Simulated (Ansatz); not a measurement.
**Al₃Cu: do energies and stresses tell the same story?**

Theory: Ansatz 0.2.0, DFT r2SCAN, scalar-relativistic, plane waves, PAW.

Cutoff 500 eV; k points 16×16×6 on the computed 4-atom cell (Γ-centred); Gaussian smearing, width 0.10 eV; no spin polarisation.

Relaxed cell: P4/mmm, a = 2.774 Å, b = 2.774 Å, c = 7.592 Å, α = 90.00°, β = 90.00°, γ = 90.00°, 4 atoms in the primitive cell. Whether it is the stable form of this composition wasn't checked.

Energies at zero smearing and pressures from the stress tensor, at volumes with shape and atoms relaxed:
| V (Å³/atom) | E − E(first) (meV/atom) | P (GPa) |
| --- | --- | --- |
| 12.850 | 0.00 | 17.98 |
| 13.288 | -41.32 | 12.35 |
| 13.727 | -68.37 | 7.54 |
| 14.165 | -83.26 | 3.45 |
| 14.603 | -87.81 | -0.02 |
| 15.041 | -83.61 | -2.96 |
| 15.479 | -72.02 | -5.44 |
| 16.063 | -47.07 | -8.13 |

**Question.** Check P = −dE/dV between neighbouring volumes, and get the bulk modulus from the pressures alone.

**Answer.** With 1 eV/Å³ = 160.2 GPa:
```
middle V (Å³/atom)  −ΔE/ΔV (GPa) mean P (GPa)
            13.069        15.111        15.166
            13.507         9.895         9.945
            13.946         5.445         5.499
            14.384         1.665         1.717
            14.822        -1.536        -1.489
            15.260        -4.239        -4.197
            15.771        -6.844        -6.785
```

The two differ by 0.06 GPa at most. The mean of two end pressures misses the average over a step by about ΔV² P″/12, up to 0.07 GPa here; with that taken off 0.02 GPa remains. Around V = 14.603 Å³/atom, the two neighbours give B = −V ΔP/ΔV = 14.603 × 6.41 / 0.876 = 106.9 GPa, against B0 = 106.2 GPa from the Birch–Murnaghan fit of the energies.